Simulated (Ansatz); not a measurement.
# Ionic part of the dielectric constant of BN, mode by mode

Level of theory: Ansatz, DFT PBE, scalar-relativistic, plane waves, PAW. Settings: 420 eV plane-wave cutoff, Γ-centred 12×12×4 mesh, fixed occupations. No spin polarisation. Phonons by linear response, acoustic sum rule imposed.

Space group P6_3mc (No. 186), hexagonal, a = 2.559 Å, c = 8.409 Å. Around B on its first site lie 4 N at 1.57 Å; around B on its second site lie 4 N at 1.57–1.58 Å; N on its first site has 4 B at 1.57 Å; around N on its second site lie 4 B at 1.57–1.58 Å.

The structure comes from a generated guess, relaxed at this level; another structure or a mixture of phases may lie lower.

The primitive cell has V = 47.67 Å³ and ε∞,zz = 4.703. Each polar mode adds Δε = (4.92064×10⁷/V)·S/ν² along z, with S its oscillator strength in e²/amu, ν in cm⁻¹ and V in Å³.

Question: From these modes, find each Δε and ε0,zz.
```json
{"ν (cm⁻¹)": "949.55", "S_zz (e²/amu)": "0.07622"}
{"ν (cm⁻¹)": "1018.55", "S_zz (e²/amu)": "2.358"}
{"ν (cm⁻¹)": "1115.78", "S_zz (e²/amu)": "0.00399"}
```

Answer:
```json
{"ν (cm⁻¹)": "949.55", "Δε": "0.09"}
{"ν (cm⁻¹)": "1018.55", "Δε": "2.35"}
{"ν (cm⁻¹)": "1115.78", "Δε": "0.00"}
```

The sum is 2.44, so ε0,zz = 7.14; the run's tensor has 7.14.

Question: Where do the longitudinal modes lie for a wave vector along z?

Answer: At 951.34, 1115.53, 1252.90 cm⁻¹. The Lyddane–Sachs–Teller product Π(ν_LO/ν_TO)² = 1.52 agrees with ε0/ε∞ = 1.52.
